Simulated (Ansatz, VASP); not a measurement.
**One calculation of Fe, two programs**

```xyz
1
Lattice="-1.3997 1.3997 1.3997 1.3997 -1.3997 1.3997 1.3997 1.3997 -1.3997" Properties=species:S:1:pos:R:3 pbc="T T T"
Fe    0.0000    0.0000    0.0000
```

Alike in both runs: functional BLYP; k mesh 15 × 15 × 15; occupations fermi-dirac, width 0.1 eV; no spin polarisation.

Ansatz relaxed the structure, and its values are those at the end. VASP's run is a single point on that final structure, the one shown.

```csv
,VASP,Ansatz
version,VASP 6.6.1,Ansatz 0.2.0
potentials or method,"VASP PAW PBE potentials, release 64 (Fe)","plane waves (420 eV) with PAW, scalar-relativistic"
plane-wave cutoff (eV),520,420
valence electrons in the cell,8,16
```

|  | VASP | Ansatz | Ansatz less VASP |
| --- | --- | --- | --- |
| pressure (GPa) | 0.1 | 0.0 | -0.12 |

With one functional, cell and mesh, what is left measures potentials, basis and numerics. The two sets of potentials don't hold the same shells in valence.

Caveats: the PAW data sets were made with another functional, which shifts forces and pressure a little (VASP); the run has no spin polarisation, though such a crystal can be magnetic. Spin polarisation is off, so any magnetic state and its effect on volume and gap are missing.
